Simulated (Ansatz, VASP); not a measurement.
# PbO in VASP and in Ansatz

INCAR

```
SYSTEM = PbO
ALGO     = Normal         ! electronic algorithm
EDIFF    = 1E-6           ! SCF threshold, eV
ENCUT    = 520            ! plane-wave cutoff, eV
GGA      = PE             ! functional
ISIF     = 2              ! what is computed and relaxed
ISMEAR   = 0              ! smearing method
LASPH    = .TRUE.         ! aspherical terms in the spheres
LCHARG   = .TRUE.         ! write CHGCAR
LELF     = .TRUE.         ! ELF
LREAL    = .FALSE.        ! projectors in reciprocal space
LVHAR    = .TRUE.       
LWAVE    = .FALSE.        ! write WAVECAR
NBANDS   = 28             ! bands
NELM     = 60             ! most SCF steps
PREC     = Accurate       ! precision mode
SIGMA    = 0.01           ! smearing width, eV
```

KPOINTS

```
k-points
0
G
  6 6 4
  0 0 0
```

POSCAR

```
PbO
1.0
    4.3044142587      0.0000000000      0.0000000000
   -2.1522071294      3.7277320964      0.0000000000
    0.0000000000      0.0000000000      5.3330555754
Pb O
2 2
Direct
    0.3333333333      0.6666666667      0.2500000000
    0.6666666667      0.3333333333      0.7500000000
    0.6666666667      0.3333333333      0.2500000000
    0.3333333333      0.6666666667      0.7500000000
```

Input for Ansatz:

```yaml
crystal:
  lattice:
    - [4.3044142587, 0.0, 0.0]
    - [-2.1522071294, 3.7277320964, 0.0]
    - [0.0, 0.0, 5.3330555754]
  atoms:
    - { symbol: Pb, position: [0.3333333333, 0.6666666667, 0.25] }
    - { symbol: Pb, position: [0.6666666667, 0.3333333333, 0.75] }
    - { symbol: O, position: [0.6666666667, 0.3333333333, 0.25] }
    - { symbol: O, position: [0.3333333333, 0.6666666667, 0.75] }
kpoints:
  mp_grid: { grid: [6, 6, 4] }
hamiltonian:
  xc: pbe
scf:
  occupations: { method: fixed }
  n_extra_bands: 5
output:
  forces: true
  stress: true
  eigenvalues: true
```

Alike in both runs: task single point; functional PBE; k mesh 6 × 6 × 4; no spin polarisation.

```csv
,VASP,Ansatz
version,VASP 6.6.1,Ansatz 0.2.0
potentials or method,"VASP PAW PBE potentials, release 64 (Pb_d, O)","plane waves, PAW"
plane-wave cutoff (eV),520,420
occupations,"gaussian, width 0.01 eV",fixed
valence electrons in the cell,40,40
```

Ansatz gave:

| Property | Result |
| --- | --- |
| gap on the k mesh at the Fermi level (eV) | 1.31 |
| pressure (GPa) | 0.0 |
| largest component of the traceless stress (GPa) | 0.14 |

Question: Which values does VASP return?

Answer: gap on the k mesh at the Fermi level (eV): 1.31; pressure (GPa): 0.0; largest component of the traceless stress (GPa): 0.11.

Caveats: spin-orbit coupling is left out, which as a rule narrows the gap of such compounds by several tenths of an eV. A k mesh can miss the band edges.
